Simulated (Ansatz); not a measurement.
Basis-set extrapolation for C$_{7}$H$_{10}$ (`C1=C[C@H]2CC[C@@H]1C2`) (PBE0-D4/def2-TZVP geometry, frozen core, the Gaussian-basis code of Ansatz). Multiplicity 1, RHF reference.

```csv
,def2-TZVPP,def2-QZVPP
HF,-270.956450,-270.968161
MP2 correlation,-1.167082,-1.238602
CCSD(T) correlation,-1.270951,not run
```

Energies in hartree. Use E(X) = E(∞) + A·exp(−7.88·√X) for Hartree–Fock and E(X) = E(∞) + B·X^(−2.97) for correlation, with X = 3 and 4, and add CCSD(T) minus MP2 of the smaller set to the MP2 limit.

What is the CCSD(T) energy at the basis-set limit?

HF limit: -270.968161 + (-0.011711) × 0.13774 = -270.96977. MP2 limit: -1.238602 + (-0.071520) × 0.74074 = -1.29158. Higher-order term: -1.270951 − (-1.167082) = -0.10387. Total: -272.36522 hartree, 361.8 kJ/mol below CCSD(T)/def2-TZVPP.
